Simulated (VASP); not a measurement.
CdS: band structure with HSE06

The system is CdS.

```
Cd S
1.0
     0.00000    2.91764    2.91764
     2.91764    0.00000    2.91764
     2.91764    2.91764    0.00000
Cd S
1 1
Direct
  0.00000 0.00000 0.00000
  0.25000 0.25000 0.25000
```

| Quantity | Value |
| --- | --- |
| Program | VASP 6.6.1 |
| Task | band structure |
| Functional | HSE06 |
| Potentials or basis | VASP PAW PBE potentials, release 64 (Cd, S) |
| Cutoff | 520 eV |
| k mesh | 4 × 4 × 4 |
| Occupations | gaussian, width 0.03 eV |
| Spin | spin-orbit coupling, no magnetisation |
| Grid for exact exchange (PRECFOCK) | Fast |
| Screening parameter | 0.2 1/A |
| Further INCAR settings | ALGO = Normal; EDIFF = 1e-06; NBANDS = 32 |

```yaml
Pressure: 2.0 GPa
Valence_electrons_inside_the_program's_atomic_spheres: Cd 10.33; S 3.75
```

It took 36 min on 1 thread of AMD EPYC 7R13 Processor (Zen 3), with other jobs on the host, peak memory 0.39 GiB.

Caveat: the k mesh is coarse (spacing up to 0.47 Å⁻¹), so the values aren't converged, least of all with exact exchange; the PAW data sets were made with another functional, which shifts forces and pressure a little.
